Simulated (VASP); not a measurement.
# CaB2 (P6/mmm) in VASP: notebook

The runs below take CaB2 through single point, with PBE0(alpha).

All numbers are computed with VASP 6.6.1; they aren't measurements. Logs are shortened: lines on timing, memory, paths and dates and some standing lists are left out, and cuts for length are marked.

### Step 1. The structure

Symmetry: P6/mmm, No. 191, hexagonal system. Conventional cell: a = 3.226 Å, b = 3.226 Å, c = 4.067 Å, α = 90.00°, β = 90.00°, γ = 120.00°. Around Ca (site symmetry 6/mmm) lie 12 B at 2.76 Å. B (site symmetry -6m2) has 3 B at 1.86 Å as nearest neighbours.

The cell comes from a database or a generator and needn't be the stable form of this composition.

### Step 2. Single point, PBE0(alpha)

POSCAR reads:

```
CaB2
1.0
    3.2264302843      0.0000000000      0.0000000000
   -1.6132151421      2.7941705897      0.0000000000
    0.0000000000      0.0000000000      4.0673920000
Ca B
1 2
Direct
    0.0000000000      0.0000000000      0.0000000000
    0.6666666667      0.3333333333      0.5000000000
    0.3333333333      0.6666666667      0.5000000000
```

INCAR.step1 reads:

```
  ALGO = Normal
  EDIFF = 1E-5
  ENCUT = 520
  GGA = PE
  ISIF = 2
  ISMEAR = -1
  LASPH = T
  LREAL = F
  LWAVE = T
  NELM = 60
  PREC = Accurate
  SIGMA = 0.05
```

INCAR.step2 reads:

```
  AEXX = 0.15
  ALGO = Normal
  EDIFF = 1E-6
  ENCUT = 520
  GGA = PE
  HFRCUT = -1
  ISIF = 2
  ISMEAR = -1
  ISTART = 1
  LASPH = T
  LCHARG = F
  LHFCALC = T
  LREAL = F
  LWAVE = F
  NELM = 60
  PREC = Accurate
  PRECFOCK = Fast
  SIGMA = 0.05
```

KPOINTS reads:

```
k-points
0
Gamma
  5 5 4
```

Potentials or basis: VASP PAW PBE potentials, release 64 (Ca_sv, B).

On the command line:

```console
$ cat potpaw_PBE.64/Ca_sv/POTCAR potpaw_PBE.64/B/POTCAR > POTCAR
$ cp INCAR.step1 INCAR
$ mpirun -np 1 vasp_std > vasp.out
$ cp INCAR.step2 INCAR
$ mpirun -np 1 vasp_std > vasp.out
```

OUTCAR:

```text
AEXX = 0.15
   EDIFF = 1E-6
   ENCUT = 520
   GGA = PE
   ISIF = 2
   ISMEAR = -1
   ISTART = 1
   LASPH = T
   LHFCALC = T
   LREAL = F
   NELM = 60
   PREC = Accurate
   PRECFOCK = Fast

 ion  position               nearest neighbor table
   1  0.000  0.000  0.000-
   2  0.667  0.333  0.500-   3 1.86   3 1.86   3 1.86
   3  0.333  0.667  0.500-   2 1.86   2 1.86   2 1.86

  LATTYP: Found a hexagonal cell.
 ALAT       =     3.2264302843
 C/A-ratio  =     1.2606477257

  Lattice vectors:

 A1 = (   3.2264302843,   0.0000000000,   0.0000000000)
 A2 = (  -1.6132151421,   2.7941705897,   0.0000000000)
 A3 = (   0.0000000000,   0.0000000000,   4.0673920000)

Analysis of symmetry for initial positions (statically):
=====================================================================
 Subroutine PRICEL returns:
 Original cell was already a primitive cell.

 Routine SETGRP: Setting up the symmetry group for a
 hexagonal supercell.

 Subroutine GETGRP returns: Found 24 space group operations
 (whereof 24 operations were pure point group operations)
 out of a pool of 24 trial point group operations.

The static configuration has the point symmetry D_6h.

Analysis of symmetry for dynamics (positions and initial velocities):
=====================================================================
 Subroutine PRICEL returns:
 Original cell was already a primitive cell.

 Routine SETGRP: Setting up the symmetry group for a
 hexagonal supercell.

 Subroutine GETGRP returns: Found 24 space group operations
 (whereof 24 operations were pure point group operations)
 out of a pool of 24 trial point group operations.

The dynamic configuration has the point symmetry D_6h.

 Subroutine INISYM returns: Found 24 space group operations
 (whereof 24 operations are pure point group operations),
 and found     1 'primitive' translations

----------------------------------------------------------------------------------------

                                     Primitive cell

  volume of cell :      36.6683

  direct lattice vectors                    reciprocal lattice vectors
     3.226430284  0.000000000  0.000000000     0.309940061  0.178943978  0.000000000
    -1.613215142  2.794170590  0.000000000     0.000000000  0.357887956  0.000000000
     0.000000000  0.000000000  4.067392000     0.000000000  0.000000000  0.245857788

  length of vectors
     3.226430284  3.226430284  4.067392000     0.357887956  0.357887956  0.245857788

  position of ions in fractional coordinates (direct lattice)
     0.000000000  0.000000000  0.000000000
     0.666666667  0.333333333  0.500000000
     0.333333333  0.666666667  0.500000000

  ion indices of the primitive-cell ions
   primitive index   ion index
                 1           1
                 2           2
                 3           3

----------------------------------------------------------------------------------------

 KPOINTS: k-points

Automatic generation of k-mesh.
 Grid dimensions read from file:
 generate k-points for:    5    5    4

 Generating k-lattice:

  Cartesian coordinates                     Fractional coordinates (reciprocal lattice)
     0.061988012  0.035788796  0.000000000     0.200000000  0.000000000  0.000000000
     0.000000000  0.071577591  0.000000000     0.000000000  0.200000000  0.000000000
     0.000000000  0.000000000  0.061464447     0.000000000  0.000000000  0.250000000

  Length of vectors
     0.071577591  0.071577591  0.061464447

  Shift w.r.t. Gamma in fractional coordinates (k-lattice)
     0.000000000  0.000000000  0.000000000

 Subroutine IBZKPT returns following result:
 ===========================================

 Found     15 irreducible k-points:

 Following reciprocal coordinates:
            Coordinates               Weight
  0.000000  0.000000  0.000000      1.000000
  0.200000 -0.000000  0.000000      6.000000
  0.400000  0.000000  0.000000      6.000000
  0.200000  0.200000  0.000000      6.000000
  0.400000  0.200000  0.000000      6.000000
  0.000000  0.000000  0.250000      2.000000
  0.200000 -0.000000  0.250000     12.000000
  0.400000  0.000000  0.250000     12.000000
  0.200000  0.200000  0.250000     12.000000
  0.400000  0.200000  0.250000     12.000000
  0.000000  0.000000  0.500000      1.000000
  0.200000 -0.000000  0.500000      6.000000
  0.400000  0.000000  0.500000      6.000000
  0.200000  0.200000  0.500000      6.000000
  0.400000  0.200000  0.500000      6.000000
   k-points           NKPTS =     15   k-points in BZ     NKDIM =    100   number of bands    NBANDS=     12
   number of dos      NEDOS =    301   number of ions     NIONS =      3
   total plane-waves  NPLWV =  17280
   dimension x,y,z NGX =    24 NGY =   24 NGZ =   30
   dimension x,y,z NGXF=    48 NGYF=   48 NGZF=   60
   ions per type =               1   2
   NGX,Y,Z   is equivalent  to a cutoff of  12.37, 12.37, 12.26 a.u.
   NGXF,Y,Z  is equivalent  to a cutoff of  24.73, 24.73, 24.52 a.u.
 SYSTEM =  unknown system
   PREC   = accura    normal or accurate (medium, high low for compatibility)
   ISTART =      1    job   : 0-new  1-cont  2-samecut
   ICHARG =      0    charge: 1-file 2-atom 10-const
   ISPIN  =      1    spin polarized calculation?
   LNONCOLLINEAR =      F non collinear calculations
   LSORBIT =      F    spin-orbit coupling
   LASPH  =      T    aspherical Exc in radial PAW
   ENCUT  =  520.0 eV  38.22 Ry    6.18 a.u.   6.00  6.00  7.56*2*pi/ulx,y,z
   NELM   =     60;   NELMIN=  2; NELMDL=  0     # of ELM steps
   EDIFF  = 0.1E-05   stopping-criterion for ELM
   LREAL  =      F    real-space projection
   EDIFFG = 0.1E-04   stopping-criterion for IOM
   NSW    =      0    number of steps for IOM
   IBRION =     -1    ionic relax: 0-MD 1-quasi-New 2-CG
   NFREE  =      0    steps in history (QN), initial steepest desc. (CG)
   ISIF   =      2    stress and relaxation
   ISYM   =      3    0-nonsym 1-usesym 2-fastsym
   POTIM  = 0.5000    time-step for ionic-motion
   TEBEG  =    0.0;   TEEND  =   0.0 temperature during run
   PSTRESS=    0.0 pullay stress
   NELECT =      16.0000    total number of electrons
   NUPDOWN=      -1.0000    fix difference up-down
   EMIN   =  10.00;   EMAX   =-10.00  energy-range for DOS
   EFERMI =   0.00;   METHOD = LEGACY
   ISMEAR =    -1;   SIGMA  =   0.05  broadening in eV -4-tet -1-fermi 0-gaus
   EFERMI_NEDOS =   21; number of points for ismear=-14 and -15
   IALGO  =     38    algorithm
   IMIX   =      1    mixing-type and parameters
     AMIX     =   0.40;   BMIX     =  1.00
     AMIX_MAG =   1.60;   BMIX_MAG =  1.00
  volume/ion in A,a.u.               =      12.22        82.48
  Fermi-wavevector in a.u.,A,eV,Ry     =   1.241703  2.346479 20.977823  1.541826
  Thomas-Fermi vector in A             =   2.376089
   LORBIT       =      0    0 simple, 1 ext, 2 COOP (PROOUT), +10 PAW based schemes
   GGA     = PE    functional components
   LHFCALC =     T    Hartree Fock is set to
   PRECFOCK=fast      Normal, Fast or Accurate (Low or Medium for compatibility)
   ENCUT4O =  -1.0   cutoff for four orbital integrals eV
   NKREDX  =     1    reduce k-point grid by
   NKREDY  =     1    reduce k-point grid by
   NKREDZ  =     1    reduce k-point grid by
   AEXX    =    0.1500 exact exchange contribution
   HFSCREEN=    0.0000 screening length (either q_TF or 0.3 A-1)
   HFSCREENC=   0.0000 screening length for correlation (either q_TF or 0.3 A-1)
   ENCUTFOCK=  -1.0 apply spherical cutoff to Coloumb kernel
   IVDW    =     0    specifies the selected vdW correction
   LEPSILON=     F    determine dielectric tensor
   LRPA    =     F    only Hartree local field effects (RPA)
 non-spin polarized calculation
  energy-cutoff  :      520.00
  volume of cell :       36.67
 maximum number of plane-waves:      1000
 NGX is ok and might be reduce to    24
  NGX = 14; NGY = 14; NGZ = 18

 number of electron      16.0000004 magnetization

 Free energy of the ion-electron system (eV)
  ---------------------------------------------------
  ext. energy  EPLUGINS =         0.00000000
  ---------------------------------------------------
  free energy    TOTEN  =       -16.85208153 eV

  energy without entropy =      -16.84572430  energy(sigma->0) =      -16.84890291

 E-fermi :   4.9197     XC(G=0):  -9.4342

 val. band max:        4.0836340564   @ k =   0.4000   0.2000   0.5000
 cond. band min:       5.0214156996   @ k =   0.4000   0.0000   0.5000
 fundamental gap:      0.9377816431
 Fermi energy:         4.9196603108

 k-point     1 :       0.0000    0.0000    0.0000
  band No.  band energies     occupation
      1     -37.5403      2.00000
      2     -17.6444      2.00000
      3     -17.4396      2.00000
      4     -17.4396      2.00000
      5      -6.9967      2.00000
      6       2.3158      2.00000
      7       5.1427      0.02286
      8       5.1427      0.02286
      9       5.4623      0.00004
     10      10.9048      0.00000
     11      10.9048      0.00000
     12      11.7855      0.00000

 k-point     2 :       0.2000   -0.0000    0.0000
  band No.  band energies     occupation
      1     -37.5009      2.00000
      2     -17.7263      2.00000
      3     -17.5896      2.00000
      4     -17.5020      2.00000
      5      -6.2808      2.00000
      6       2.3362      2.00000
      7       2.4020      2.00000
      8       4.0194      2.00000
      9       6.2203      0.00000
     10       9.5081      0.00000
     11      11.0997      0.00000
     12      11.1056      0.00000
[... 166 lines left out ...]
 k-point    14 :       0.2000    0.2000    0.5000
  band No.  band energies     occupation
      1     -37.4448      2.00000
      2     -17.9849      2.00000
      3     -17.6431      2.00000
      4     -17.6227      2.00000
      5      -4.5739      2.00000
      6       0.3349      2.00000
      7       1.7217      2.00000
      8       1.9769      2.00000
      9       5.8488      0.00000
     10      10.4103      0.00000
     11      11.7203      0.00000
     12      11.9548      0.00000

 k-point    15 :       0.4000    0.2000    0.5000
  band No.  band energies     occupation
      1     -37.4124      2.00000
      2     -18.1090      2.00000
      3     -17.7745      2.00000
      4     -17.5576      2.00000
      5      -3.2502      2.00000
      6      -1.7876      2.00000
      7       1.1347      2.00000
      8       3.6700      2.00000
      9       4.0836      2.00000
     10      11.1140      0.00000
     11      12.0203      0.00000
     12      12.4759      0.00000

------------------------ aborting loop because EDIFF is reached ----------------------------------------

  FORCE on cell =-STRESS in cart. coord.  units (eV):
  Direction    XX          YY          ZZ          XY          YZ          ZX
  --------------------------------------------------------------------------------------
  -------------------------------------------------------------------------------------
  Total       -0.1175169     -0.1175169     -0.1330206     -0.0000000     -0.0000000      0.0000000
  in kB       -5.1347528     -5.1347528     -5.8121708     -0.0000000     -0.0000000      0.0000000
  external PRESSURE =      -5.3605588 kB  Pullay stress =       0.0000000 kB

 VOLUME and BASIS-vectors are now :
 -----------------------------------------------------------------------------
  energy-cutoff  :      520.00
  volume of cell :       36.67
      direct lattice vectors                 reciprocal lattice vectors
     3.226430284  0.000000000  0.000000000     0.309940061  0.178943978  0.000000000
    -1.613215142  2.794170590  0.000000000     0.000000000  0.357887956  0.000000000
     0.000000000  0.000000000  4.067392000     0.000000000  0.000000000  0.245857788

 POSITION                                       TOTAL-FORCE (eV/Angst)
 -----------------------------------------------------------------------------------
      0.00000      0.00000      0.00000        -0.000000     -0.000000      0.000000
      1.61322      0.93139      2.03370         0.000000     -0.000000      0.000000
     -0.00000      1.86278      2.03370        -0.000000      0.000000     -0.000000
 -----------------------------------------------------------------------------------
    total drift:                               -0.000000     -0.000000     -0.000000

  FREE ENERGIE OF THE ION-ELECTRON SYSTEM (eV)
  ---------------------------------------------------
  free  energy   TOTEN  =       -16.8520815274 eV

  energy  without entropy=      -16.8457242972  energy(sigma->0) =      -16.84890291
```

It took 3.1 min on 1 thread of Intel Xeon Platinum 8488C (Sapphire Rapids), shared host; peak memory 0.15 GiB.

What came out:

* Free energy: -16.8521 eV
* Pressure: -0.5 GPa
* Band gap on the k mesh: none (metal or under the smearing width)

Levels at points of the mesh, in eV from the Fermi level:
```csv
k point,band 5,band 6,band 7,band 8,band 9,band 10,band 11,band 12
"(0.00, 0.00, 0.00)",-11.92,-2.60,0.22,0.22,0.54,5.99,5.99,6.87
"(0.00, 0.00, 0.50)",-10.81,-5.76,0.82,0.82,3.89,4.59,4.59,4.65
```

Caveat: the k mesh is coarse (spacing up to 0.45 Å⁻¹), so the values aren't converged, least of all with exact exchange; the PAW data sets were made with another functional, which shifts forces and pressure a little.

### Step 3. Single point, PBE0(alpha)

POSCAR is that of step 2.

INCAR.step1 is that of step 2.

INCAR.step2, as its differences from that of step 2:

```diff
@@ -1,2 +1,2 @@
-  AEXX = 0.15
+  AEXX = 0.2
   ALGO = Normal
```

KPOINTS is that of step 2.

Potentials or basis: VASP PAW PBE potentials, release 64 (Ca_sv, B).

On the command line:

```console
$ cat potpaw_PBE.64/Ca_sv/POTCAR potpaw_PBE.64/B/POTCAR > POTCAR
$ cp INCAR.step1 INCAR
$ mpirun -np 1 vasp_std > vasp.out
$ cp INCAR.step2 INCAR
$ mpirun -np 1 vasp_std > vasp.out
```

Run time: 3 min. Hardware: 1 thread of Intel Xeon Platinum 8488C (Sapphire Rapids), shared host; peak memory 0.15 GiB.

It converged, with:

* Free energy: -17.2317 eV
* Pressure: -0.7 GPa
* Band gap on the k mesh: none (metal or under the smearing width)

Stress tensor (GPa, compression positive):
```
-0.76  0.00  0.00
 0.00 -0.76  0.00
 0.00  0.00 -0.57
```

Levels at points of the mesh, in eV from the Fermi level:
```
           k point  band 5  band 6  band 7  band 8  band 9  band 10  band 11  band 12
(0.00, 0.00, 0.00)  -12.41   -2.86    0.17    0.17    0.62     6.21     6.21     7.10
(0.00, 0.00, 0.50)  -11.29   -6.11    0.79    0.79    4.07     4.79     4.79     4.80
```

Caveat: the k mesh is coarse (spacing up to 0.45 Å⁻¹), so the values aren't converged, least of all with exact exchange; the PAW data sets were made with another functional, which shifts forces and pressure a little.

### Step 4. The reference run

An earlier run on the cell as given: functional PBE; potentials or basis VASP PAW PBE potentials, release 64 (Ca_sv, B); cutoff 520 eV; k mesh 9 × 9 × 7; occupations fermi-dirac, width 0.05 eV; no spin polarisation.

* Pressure: -0.1 GPa
* Band gap on the k mesh: none (metal or under the smearing width)

### Step 5. Summary

| level | k mesh | share of exact exchange | grid for exact exchange (PRECFOCK) | exchange at q = 0 | mesh quality | gap on the mesh (eV) | pressure (GPa) |
| --- | --- | --- | --- | --- | --- | --- | --- |
| PBE0(alpha) | 5 × 5 × 4 | 0.15 | Fast | truncated | coarse | none | -0.5 |
| PBE0(alpha) | 5 × 5 × 4 | 0.2 | Fast | truncated | coarse | none | -0.7 |
| PBE | 9 × 9 × 7 | - | - | - | not flagged | none | -0.1 |

Alike in all rows: task single point; potentials or basis VASP PAW PBE potentials, release 64 (Ca_sv, B); no spin polarisation; cell as given; cutoff (eV) 520; smearing fermi-dirac 0.05 eV.

Caveats: some runs use coarse meshes; the PAW data sets were made with another functional, which shifts forces and pressure a little (some runs).

Absolute energies hang on the potentials; compare differences alone.
